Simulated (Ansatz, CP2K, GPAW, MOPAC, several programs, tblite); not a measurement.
# Many methods on one cell: CdSiP2 (I-42d)

CdSiP2 (I-42d) from a database structure, relaxed with r2SCAN in Ansatz, was computed with several methods. The symmetry is I-42d (No. 122, tetragonal); a = 5.694 Å, c = 10.484 Å in the conventional setting, 21.24 Å³ an atom. Cd has 4 P at 2.57 Å; Si has 4 P at 2.26 Å; P has 2 Si at 2.26 Å and 2 Cd at 2.57 Å. Calculated for a static, non-magnetic cell.

```
CELL_PARAMETERS angstrom
-2.84686 2.84686 5.24206
2.84686 -2.84686 5.24206
2.84686 2.84686 -5.24206
ATOMIC_POSITIONS crystal
Cd 0.75000 0.25000 0.50000
Cd 0.00000 0.00000 0.00000
Si 0.50000 0.50000 0.00000
Si 0.25000 0.75000 0.50000
P 0.87500 0.82884 0.45384
P 0.17116 0.62500 0.04616
P 0.37500 0.42116 0.54616
P 0.57884 0.12500 0.95384
```

Gaps and times are for a single point on this cell; volume and bulk modulus come from each method's own relaxation or energy curve at fixed shape, which is too stiff where a cell has free coordinates or axes. Times are rough, from shared hosts (Arm Neoverse V1), and each method has its own mesh and cell size. A double dagger marks a value from a curve with shape and coordinates held. PM7 (MOPAC) and PM6 (MOPAC): levels, charges or heat of formation failed a check of plausibility, so no values are given. PM6 (MOPAC), PM7 (MOPAC), GFN1-xTB (tblite), GFN2-xTB (tblite) treat a cluster of cells at its zone centre, which samples few k points: where these miss a band edge, the gap comes out too large for that reason alone. Gaps from k meshes are read at a limited set of points (mesh, symmetry points, PBE's band edges), so each method's own least gap may be somewhat smaller. xTB and the PM methods were fitted mostly to molecules, and can miss a solid's gap by electronvolts. Minimal bases can be far off for gaps. GLLB-SC's gap includes the derivative discontinuity. d marks a direct gap, i an indirect one (no mark: not told apart), a dash a value that wasn't computed or didn't pass its checks.

```json
{"method": "light PBE (260 eV, its own mesh)", "kind": "light plane-wave", "gap (eV)": "1.38 d", "own volume (Å³/atom)": "–", "bulk modulus (GPa)": "–", "atoms computed": "8", "processor time": "3.5 s"}
{"method": "GFN1-xTB (tblite)", "kind": "tight binding", "gap (eV)": "2.40", "own volume (Å³/atom)": "22.16‡", "bulk modulus (GPa)": "76‡", "atoms computed": "64", "processor time": "4 s"}
{"method": "GFN2-xTB (tblite)", "kind": "tight binding", "gap (eV)": "2.35", "own volume (Å³/atom)": "22.25‡", "bulk modulus (GPa)": "61‡", "atoms computed": "64", "processor time": "5.8 s"}
{"method": "PM7 (MOPAC)", "kind": "semi-empirical", "gap (eV)": "–", "own volume (Å³/atom)": "–", "bulk modulus (GPa)": "–", "atoms computed": "64", "processor time": "9.6 s"}
{"method": "PM6 (MOPAC)", "kind": "semi-empirical", "gap (eV)": "–", "own volume (Å³/atom)": "–", "bulk modulus (GPa)": "–", "atoms computed": "64", "processor time": "10 s"}
{"method": "PBE/SZV (CP2K)", "kind": "small basis", "gap (eV)": "1.98 d", "own volume (Å³/atom)": "–", "bulk modulus (GPa)": "–", "atoms computed": "8", "processor time": "21 s"}
{"method": "PBE", "kind": "semilocal", "gap (eV)": "1.37 d", "own volume (Å³/atom)": "21.67", "bulk modulus (GPa)": "75‡", "atoms computed": "8", "processor time": "28 s"}
{"method": "PBE/DZVP (CP2K)", "kind": "small basis", "gap (eV)": "1.39 d", "own volume (Å³/atom)": "21.80‡", "bulk modulus (GPa)": "74‡", "atoms computed": "8", "processor time": "53 s"}
{"method": "r2SCAN", "kind": "semilocal", "gap (eV)": "1.61 d", "own volume (Å³/atom)": "21.24", "bulk modulus (GPa)": "84‡", "atoms computed": "8", "processor time": "56 s"}
{"method": "GLLB-SC (GPAW)", "kind": "model potential", "gap (eV)": "2.36", "own volume (Å³/atom)": "–", "bulk modulus (GPa)": "–", "atoms computed": "8", "processor time": "87 s"}
```

Against r2SCAN (1.61 eV) the nearest gap at the points sampled is that of PBE/DZVP (CP2K) (-0.21 eV) and the farthest that of GFN1-xTB (tblite) (+0.79 eV). r2SCAN is only a yardstick of convenience: semilocal gaps usually lie below measured ones, which GLLB-SC and hybrids aim to mend.

Volumes against r2SCAN's: PBE +2.0 %.

Spin-orbit coupling is left out.
